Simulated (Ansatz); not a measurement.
Space group P6_3/mmc (No. 194). a = 3.381 Å, b = 3.381 Å, c = 11.741 Å, α = 90.00°, β = 90.00°, γ = 120.00°
| atom | site | symmetry | x | y | z |
| --- | --- | --- | --- | --- | --- |
| Hf | 4f | 3m. | 0.6667 | 0.3333 | 0.8997 |
| S | 2b | -6m2 | 0.0000 | 0.0000 | 0.7500 |

Equation of state of this Hf2S structure (not necessarily the ground state), with shape and atoms relaxed at each volume where symmetry leaves them free. It has no gap at any of these volumes. Computed with DFT r2SCAN, scalar-relativistic, plane waves, PAW (Ansatz).

Settings: cutoff 500 eV, Γ-centred mesh 12×12×4 on the computed 6-atom cell, Gaussian smearing of 0.10 eV; no spin polarisation.

```tsv
V (Å³/atom)	E − E(largest V) (meV/atom)	P (GPa)
18.214	6.11	9.65
18.796	-19.32	4.47
19.377	-27.25	0.00
19.958	-20.09	-3.85
20.539	0.00	-7.15
```

Problem. Fit a third-order Birch–Murnaghan equation to E(V).

Solution. V0 = 19.38 Å³/atom, B0 = 138 GPa, B0' = 4.0.

Spin-orbit coupling is left out, which matters for the bands of heavy elements.